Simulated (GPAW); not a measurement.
Runs of GPAW 26.7.0 on C. It takes space group P6_3/mmc (No. 194, hexagonal). Conventional cell: a = 2.522 Å, b = 2.522 Å, c = 8.237 Å, α = 90.00°, β = 90.00°, γ = 120.00°. Around C (site symmetry 3m) lie 4 C at 1.54 Å. Around C (site symmetry 3m) lie 4 C at 1.54 Å. This is a hexagonal form of diamond, not graphite.

| task | level | potentials or basis | cell | k mesh | cutoff (eV) | eigensolver | maxiter | band path | band points | optimizer | gap on the mesh (eV) | pressure (GPa) | largest force (eV/Å) |
| --- | --- | --- | --- | --- | --- | --- | --- | --- | --- | --- | --- | --- | --- |
| band structure | BLYP | PAW data sets generated in the run's folder for this functional, pw | as given | 7 × 7 × 2 | 800 | davidson | 150 | GMKGALHA,LM,KH | 80 | - | (b) | 11.1 | (a) |
| single point | PBE | GPAW PAW data sets (gpaw-data 1.2.1), pw | atoms moved at random, drawn with an rms of 0.05 Å | 12 × 12 × 4 | 800 | - | 150 | - | - | - | 3.69 | 4.2 | 4.04 |
| single point | LDA | the program's PAW data sets (release 1.2.1) made for this functional, pw | as given | 10 × 10 × 3 | 600 | - | 80 | - | - | - | 4.38 | -12.2 | 0.33 |
| relaxation of cell and atoms | r2SCAN+D4 | GPAW PAW data sets (gpaw-data 1.2.1), pw | relaxed | 7 × 7 × 2 | 800 | - | 150 | - | - | LBFGS | 4.82 | 0.2 | 0.01 |

Alike in all rows: no spin polarisation; smearing fermi-dirac 0.05 eV.

Estimate the missing entries.

(a) 0.34; (b) 4.75.

Caveats: an odd mesh through Γ misses points on the zone boundary, where band edges often lie (some runs); the cutoff is short for stress and forces, so pressures can be off by a GPa or more (some runs); later steps reuse the first step's grids (some runs); the PAW data sets were made with another functional, which shifts forces and pressure a little (some runs).
